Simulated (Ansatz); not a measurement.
**LiNbO₃ and a variant**

Base: an entry of the Crystallography Open Database (COD) whose atoms were relaxed with PBE, the cell held.

```
Li Nb O
1.0
     2.57510    1.48673    4.62177
    -2.57510    1.48673    4.62177
     0.00000   -2.97347    4.62177
Li Nb O
2 2 6
Direct
  0.27766 0.27766 0.27766
  0.77766 0.77766 0.77766
  0.99563 0.99563 0.99563
  0.49563 0.49563 0.49563
  0.10257 0.35854 0.71489
  0.71489 0.10257 0.35854
  0.35854 0.71489 0.10257
  0.21489 0.85854 0.60257
  0.85854 0.60257 0.21489
  0.60257 0.21489 0.85854
```

Atom numbers follow the list; atoms alike are taken as one site, whose name carries the number of the first.

The numbers come from a DFT calculation in Ansatz (PBE, plane waves and PAW, scalar-relativistic, 420 eV cutoff, Γ-centred 7×7×7 k-points, Fermi–Dirac smearing 0.02 eV).

Gradients in 10²¹ V/m²:

| site | atoms | V_zz base | η base | V_zz variant | η variant |
| --- | --- | --- | --- | --- | --- |
| Li | 1, 2 | 0.059 | 0.00 | 0.066 | 0.00 |
| Nb | 3, 4 | 3.49 | 0.00 | 4.21 | 0.00 |
| O | 5, 6, 7, 8, 9, … | 1.99 | 0.99 | -2.00 | 0.98 |

**Question.** Which change was made?
A. volume scaled by 1.06, ions relaxed
B. z compressed by 1 %, ions relaxed
C. z stretched by 3 %, ions relaxed
D. volume scaled by 0.98, ions relaxed

**Answer.** B. The largest change of V_zz along a kept axis is on Nb, from 3.49 to 4.21. In per cent, |V_zz| changes by +21 on Nb (all sites that start above 0.5, bar those whose gradient vanishes or changes sign or whose main axis turns by over 40°). On O the largest principal value lies along another axis in the second run, so the two V_zz can't be compared directly.

Without spin–orbit coupling (the program notes it for Nb) the gradients are little affected as a rule: paired runs on crystals with a gap mostly move them by under 2 % at such atoms. With these PAW files V_zz is typically within 2 to 3 % of all-electron values, but misses above 10 % occur on Li.
